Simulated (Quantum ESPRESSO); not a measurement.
Runs of Quantum ESPRESSO 7.5 on CaSe. It takes space group Fm-3m (No. 225, cubic). The conventional cell has a = 5.912 Å, b = 5.912 Å, c = 5.912 Å, α = 90.00°, β = 90.00°, γ = 90.00°. Around Se (site symmetry m-3m) lie 6 Ca at 2.96 Å. Around Ca (site symmetry m-3m) lie 6 Se at 2.96 Å. 

```tsv
level	potentials or basis	form of the LDA correlation	pressure (GPa)
LDA	PseudoDojo 0.4.1 SR LDA standard	PW92	-3.2
PBE	PseudoDojo 0.4.1 SR PBE standard	-	(b)
WC	PseudoDojo 0.4.1 SR PBE standard	-	-1.2
BLYP	PseudoDojo 0.4.1 SR PBE standard	-	(a)
PBEsol	PseudoDojo 0.4.1 SR PBEsol standard	-	-1.1
```

Alike in all rows: task dielectric tensor; no spin polarisation; cell as given; k mesh 6 × 6 × 6, shifted; cutoff (eV) 1170; smearing fermi-dirac 0.05 eV.

Q: Fill in the values left out.

A: (a) 3.1; (b) 1.1.

Caveats: the cell is more than 3 GPa from zero pressure, which shifts response properties (some runs); the potentials were made for another functional, which shifts forces and pressure (some runs).
